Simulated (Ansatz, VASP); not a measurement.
SnTe: VASP beside Ansatz

Contents of INCAR:

```
SYSTEM = SnTe
PREC = Accurate
ENCUT = 520
EDIFF = 1E-7
ISMEAR = 0
SIGMA = 0.05
LREAL = .FALSE.
LASPH = .TRUE.
NELM = 80
ALGO = Normal
ISIF = 2
LWAVE = .FALSE.
LCHARG = .FALSE.
GGA = PE
NBANDS = 17
```

KPOINTS

```
Automatic mesh
0
G
  10 10 10
  0 0 0
```

The input POSCAR:

```
SnTe
1.0
    0.0000000000      3.1778388249      3.1778388249
    3.1778388249      0.0000000000      3.1778388249
    3.1778388249      3.1778388249      0.0000000000
Sn Te
1 1
Direct
    0.5000000000      0.5000000000      0.5000000000
    0.0000000000      0.0000000000      0.0000000000
```

Input for Ansatz:

```yaml
crystal:
  lattice:
    - [0.0, 3.1778388249, 3.1778388249]
    - [3.1778388249, 0.0, 3.1778388249]
    - [3.1778388249, 3.1778388249, 0.0]
  atoms:
    - { symbol: Sn, position: [0.5, 0.5, 0.5] }
    - { symbol: Te, position: [0.0, 0.0, 0.0] }
basis:
  ecutwfc: 420
  ecutrho_ratio: 4
kpoints:
  mp_grid: { grid: [10, 10, 10] }
hamiltonian:
  xc: pbe
scf:
  occupations: { method: gaussian, width: 0.05 }
output:
  forces: true
  stress: true
  eigenvalues: true
```

Alike in both runs: task single point; functional PBE; k mesh 10 × 10 × 10; occupations gaussian, width 0.05 eV; no spin polarisation.

|  | VASP | Ansatz |
| --- | --- | --- |
| version | VASP 6.6.1 | Ansatz 0.2.0 |
| potentials or method | VASP PAW PBE potentials, release 64 (Sn_d, Te) | scalar-relativistic, plane waves, PAW |
| plane-wave cutoff (eV) | 520 | 420 |
| valence electrons in the cell | 20 | 30 |

```tsv
	VASP	Ansatz	Ansatz less VASP
gap on the k mesh at the Fermi level (eV)	0.02	0.02	-0.001
least direct gap on the mesh (eV)	0.02	0.02	-0.001
pressure (GPa)	1.1	1.1	+0.02
```

With one functional, cell and mesh, what is left measures potentials, basis and numerics. The two sets of potentials don't hold the same shells in valence.

Caveats: spin-orbit coupling is left out, which moves the levels of the heavy elements.
